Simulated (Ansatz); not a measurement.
(111) slab cut from the bulk of Pt, 15 Å of vacuum:

```xyz
5
Lattice="2.8073 0.0000 0.0000 -1.4036 2.4312 0.0000 0.0000 0.0000 24.1686" Properties=species:S:1:pos:R:3 pbc="T T T"
Pt    1.4036    0.8104    7.5000
Pt    0.0000    1.6208    9.7921
Pt    0.0000    0.0000   12.0843
Pt    1.4036    0.8104   14.3764
Pt    0.0000    1.6208   16.6686
```

The calculation used DFT PBE, scalar-relativistic, plane waves, PAW (Ansatz 0.2.0). Plane waves to 420 eV, a k mesh through Γ of 12×12×1 on the computed 5-atom cell and Gaussian smearing (0.10 eV); no spin polarisation. A dipole correction removes the field between periodic images along c.

This base run converges in 10 iterations with a largest force of 0.259 eV/Å and a work function of 5.69 eV on the top face.

One setting at a time is then changed, some of them on purpose to poor values; changes count from the base run, energies are extrapolated to zero smearing, γ keeps the base's bulk energy, atoms stay where they are, a change of functional drops any dispersion correction, and risky runs are capped at 50 to 100 iterations.

Q: What happens with cutoff 360 eV?

A: It converges in 10 iterations; ΔE (meV/atom) +3.5, Δφ top (eV) 0.00, largest force (eV/Å) 0.259, largest change of a force (eV/Å) 0.001.

Q: What happens with the slab thinned to 4 atoms (same faces, atoms at the bulk's places)?

A: It converges in 8 iterations; ΔE (meV/atom) +52.6, Δγ (J/m²) -0.053, Δφ top (eV) +0.03, largest force (eV/Å) 0.210.

Q: What happens with dipole ramp at c = 0.73?

A: It converges in 23 iterations; ΔE (meV/atom) +475.6, Δγ (J/m²) +2.791, largest force (eV/Å) 11.453, largest change of a force (eV/Å) 11.566. The vacuum level falls under the Fermi level and electrons spill into the vacuum, so these numbers aren't the slab's own response.

Q: What happens with cutoff 200 eV?

A: It converges in 12 iterations; ΔE (meV/atom) +10852.8, Δφ top (eV) +0.49, largest force (eV/Å) 0.281, largest change of a force (eV/Å) 0.169.

Q: What happens with k mesh 2×2×1?

A: It converges in 13 iterations; ΔE (meV/atom) +2065.8, Δγ (J/m²) +12.124, Δφ top (eV) -0.04, largest force (eV/Å) 0.155, largest change of a force (eV/Å) 0.103.

Spin-orbit coupling is left out, which matters for the bands of heavy elements. In some of the runs (ramp position 0.73, cutoff 200, vacuum 10) charge leaks into the vacuum, so their work functions can be off.

Cost: 10 runs of about 4.9 core-minutes in all, on Intel Xeon Platinum 8259CL (Skylake/Cascade Lake) (shared hosts).